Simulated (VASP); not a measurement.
A run of VASP 6.6.1 is set up as follows.

The input INCAR:

```
SYSTEM = KCl
PREC = Accurate
ENCUT = 600
EDIFF = 1E-7
ISMEAR = 0
SIGMA = 0.03
LREAL = .False.
LASPH = .True.
NELM = 80
ALGO = Normal
ISIF = 3
LWAVE = .False.
LCHARG = .False.
GGA = PS
IBRION = 2
NSW = 90
EDIFFG = -0.005
```

The input KPOINTS:

```
Automatic mesh
0
Gamma
  8 8 8
  0 0 0
```

POSCAR

```
KCl                                     
1.0
   -0.0000000000      3.1269960207      3.1269960207
    3.1269960207      0.0000000000      3.1269960207
    3.1269960207      3.1269960207      0.0000000000
  K               Cl            
     1     1
Direct
     0.0000000000000000    0.0000000000000000    0.0000000000000000
     0.5000000000000000    0.5000000000000000    0.5000000000000000
```

Potentials or basis: VASP PAW PBE potentials, release 64 (K_sv, Cl).

The run is started by

```console
$ cat potpaw_PBE.64/K_sv/POTCAR potpaw_PBE.64/Cl/POTCAR > POTCAR
$ mpirun -np 1 vasp_std > vasp.out
```

Estimate the band gap on the k mesh.

5.08 eV, direct.

Final structure:
```
CELL_PARAMETERS angstrom
0.00000 3.12700 3.12700
3.12700 0.00000 3.12700
3.12700 3.12700 0.00000
ATOMIC_POSITIONS crystal
K 0.00000 0.00000 0.00000
Cl 0.50000 0.50000 0.50000
```

Caveat: the relaxation stopped at its first step, so nothing moved. A k mesh can miss the band edges.
